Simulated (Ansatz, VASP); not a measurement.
BeS in VASP and in Ansatz

```
CELL_PARAMETERS angstrom
0.00000 2.42500 2.42500
2.42500 0.00000 2.42500
2.42500 2.42500 0.00000
ATOMIC_POSITIONS crystal
Be 0.00000 0.00000 0.00000
S 0.25000 0.25000 0.25000
```

Alike in both runs: task relaxation of cell and atoms; functional PBE; k mesh 8 × 8 × 8; occupations gaussian, width 0.02 eV; no spin polarisation.

```csv
,VASP,Ansatz
version,VASP 6.6.1,Ansatz 0.2.0
potentials or method,"VASP PAW PBE potentials, release 64 (Be, S)","scalar-relativistic, plane waves, PAW"
plane-wave cutoff (eV),600,420
valence electrons in the cell,8,8
```

```csv
,VASP,Ansatz,Ansatz less VASP
"gap on the k mesh at the Fermi level, each at its own relaxed structure (eV)",3.15,3.14,-0.003
relaxed volume (Å³/atom),14.49,14.49,-0.005
relaxed cell length with the largest relative difference (Å),3.448,3.448,-0.0004
energy change over the relaxation (meV/atom),-1,-1,+0.1
```

A k mesh can miss the band edges. PBE usually gives volumes a little too large and moduli too small. Zero-point motion and thermal expansion aren't in these numbers.
